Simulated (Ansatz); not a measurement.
Runs of Ansatz 0.2.0 on Ba. Symmetry: Im-3m, No. 229, cubic system. The conventional cell has a = 5.013 Å, b = 5.013 Å, c = 5.013 Å, α = 90.00°, β = 90.00°, γ = 90.00°. Around Ba (site symmetry m-3m) lie 8 Ba at 4.34 Å. 

```tsv
task	level	potentials or basis	cutoff (eV)	smearing	basis error allowed	pressure (GPa)	V0 of scaled cells (Å³/atom)	B0 (GPa)
projected density of states	revPBE-LDA	all-electron LAPW, inner shells corrected to Dirac's equation	81	fermi-dirac 0.05 eV	0.0005 eV/atom	1.4	-	-
equation of state	PBE	all-electron LAPW, scalar-relativistic	-	tetrahedron	0.001 eV/atom	-	(a)	9
equation of state	PBE	all-electron LAPW, scalar-relativistic	-	fermi-dirac 0.05 eV	0.0005 eV/atom	-	62.93	9
single point	PBE	all-electron LAPW, scalar-relativistic	74	fermi-dirac 0.05 eV	0.001 eV/atom	0.0	-	-
```

Alike in all rows: no spin polarisation; cell as given; k mesh 8 × 8 × 8.

Problem. Fill in the values left out.

Solution. (a) 63.13.

Not every run made on this cell is shown here.
